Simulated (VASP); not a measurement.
## NiO: band structure with PBE

**Measured values to compare with.**

“Local correlations, non-local screening, multiplets, and band formation in NiO”, 2012, arxiv:1210.6675 quotes, for a bulk crystal of NiO: band gap 4.3 eV.

The system is NiO.

```
CELL_PARAMETERS angstrom
0.00000 2.08590 2.08590
2.08590 0.00000 2.08590
2.08590 2.08590 0.00000
ATOMIC_POSITIONS crystal
Ni 0.00000 0.00000 0.00000
O 0.50000 0.50000 0.50000
```

```json
{"Program": "VASP 6.6.1", "Task": "band structure", "Functional": "PBE", "Potentials or basis": "VASP PAW PBE potentials, release 64 (Ni_GW, O_GW)", "Cutoff": "550 eV", "k mesh": "11 × 11 × 11", "Occupations": "fermi-dirac, width 0.05 eV", "Spin": "collinear spin, ferromagnetic start", "Starting moments": "[1.0, 0.0] μB", "Further INCAR settings": "ALGO = Normal; EDIFF = 1e-06; NBANDS = 19"}
```

```json
{"Pressure": "4.2 GPa", "Band gap along the path": "none (metal or under the smearing width)", "Net moment": "1.69 μB per cell", "Site moments": "Ni +1.38; O +0.26 μB", "Valence electrons inside the program's atomic spheres": "Ni 8.94; O 4.91"}
```

Levels at the corners of the path, in eV from the Fermi level:
Spin up:
```csv
point,band 6,band 7,band 8,band 9,band 10,band 11,band 12,band 13
Γ,-3.04,-2.63,-2.63,-2.63,1.53,17.81,18.87,18.87
X,-2.75,-2.19,-1.62,-1.62,6.13,10.55,12.20,16.57
X,-2.75,-2.19,-1.62,-1.62,6.13,10.55,12.20,16.57
W,-1.88,-1.88,-1.62,-1.21,8.48,10.65,10.65,13.39
W,-1.88,-1.88,-1.62,-1.21,8.48,10.65,10.65,13.39
K,-1.82,-1.74,-1.51,-1.14,7.78,10.29,10.49,15.78
K,-1.82,-1.74,-1.51,-1.14,7.78,10.29,10.49,15.78
Γ,-3.04,-2.63,-2.63,-2.63,1.53,17.81,18.87,18.87
Γ,-3.04,-2.63,-2.63,-2.63,1.53,17.81,18.87,18.87
L,-1.93,-1.40,0.32,0.32,5.57,9.98,13.97,13.97
L,-1.93,-1.40,0.32,0.32,5.57,9.98,13.97,13.97
U,-1.82,-1.74,-1.51,-1.14,7.78,10.29,10.49,15.78
U,-1.82,-1.74,-1.51,-1.14,7.78,10.29,10.49,15.78
W,-1.88,-1.88,-1.62,-1.21,8.48,10.65,10.65,13.39
W,-1.88,-1.88,-1.62,-1.21,8.48,10.65,10.65,13.39
L,-1.93,-1.40,0.32,0.32,5.57,9.98,13.97,13.97
L,-1.93,-1.40,0.32,0.32,5.57,9.98,13.97,13.97
K,-1.82,-1.74,-1.51,-1.14,7.78,10.29,10.49,15.78
U,-1.82,-1.74,-1.51,-1.14,7.78,10.29,10.49,15.78
X,-2.75,-2.19,-1.62,-1.62,6.13,10.55,12.20,16.57
```
Spin down:
```tsv
point	band 3	band 4	band 5	band 6	band 7	band 8	band 9	band 10	band 11	band 12
Γ	-2.56	-2.56	-1.84	-1.84	-1.84	-0.62	-0.62	1.86	17.75	19.08
X	-3.92	-3.92	-2.83	-0.74	-0.74	-0.19	0.35	6.57	10.90	12.47
X	-3.92	-3.92	-2.83	-0.74	-0.74	-0.19	0.35	6.57	10.90	12.47
W	-5.83	-5.24	-1.09	-1.09	-0.74	0.22	0.97	9.00	10.96	10.96
W	-5.83	-5.24	-1.09	-1.09	-0.74	0.22	0.97	9.00	10.96	10.96
K	-5.88	-4.47	-1.65	-0.88	-0.66	0.48	0.98	8.21	10.62	10.82
K	-5.88	-4.47	-1.65	-0.88	-0.66	0.48	0.98	8.21	10.62	10.82
Γ	-2.56	-2.56	-1.84	-1.84	-1.84	-0.62	-0.62	1.86	17.75	19.08
Γ	-2.56	-2.56	-1.84	-1.84	-1.84	-0.62	-0.62	1.86	17.75	19.08
L	-4.87	-4.87	-0.94	-0.94	-0.57	2.20	2.20	5.74	10.47	14.25
L	-4.87	-4.87	-0.94	-0.94	-0.57	2.20	2.20	5.74	10.47	14.25
U	-5.88	-4.47	-1.65	-0.88	-0.66	0.48	0.98	8.21	10.62	10.82
U	-5.88	-4.47	-1.65	-0.88	-0.66	0.48	0.98	8.21	10.62	10.82
W	-5.83	-5.24	-1.09	-1.09	-0.74	0.22	0.97	9.00	10.96	10.96
W	-5.83	-5.24	-1.09	-1.09	-0.74	0.22	0.97	9.00	10.96	10.96
L	-4.87	-4.87	-0.94	-0.94	-0.57	2.20	2.20	5.74	10.47	14.25
L	-4.87	-4.87	-0.94	-0.94	-0.57	2.20	2.20	5.74	10.47	14.25
K	-5.88	-4.47	-1.65	-0.88	-0.66	0.48	0.98	8.21	10.62	10.82
U	-5.88	-4.47	-1.65	-0.88	-0.66	0.48	0.98	8.21	10.62	10.82
X	-3.92	-3.92	-2.83	-0.74	-0.74	-0.19	0.35	6.57	10.90	12.47
```

Run time: 39 s on 1 thread of Intel(R) Xeon(R) 6975P-C (Granite Rapids) (shared host), peak memory 0.2 GiB.

A measured gap of NiO is 4.3 eV (quoted in “Local correlations, non-local screening, multiplets, and band formation in NiO”, 2012, arxiv:1210.6675); the calculated 0.00 eV misses it by -4.30 eV. So large a miss can be the level of theory's own, or it may mean another phase, state or a wrong row. The value is that of PBE, without temperature or zero-point motion. Semilocal functionals fall short of measured gaps as a rule. The run's magnetic order (collinear spin, ferromagnetic start) needn't be the measured crystal's.

Caveat: a cell with one magnetic atom can't hold antiferromagnetic order, which such compounds often take; semilocal functionals often make such compounds metallic where correlation or magnetic order opens a gap, which also shifts bond lengths.
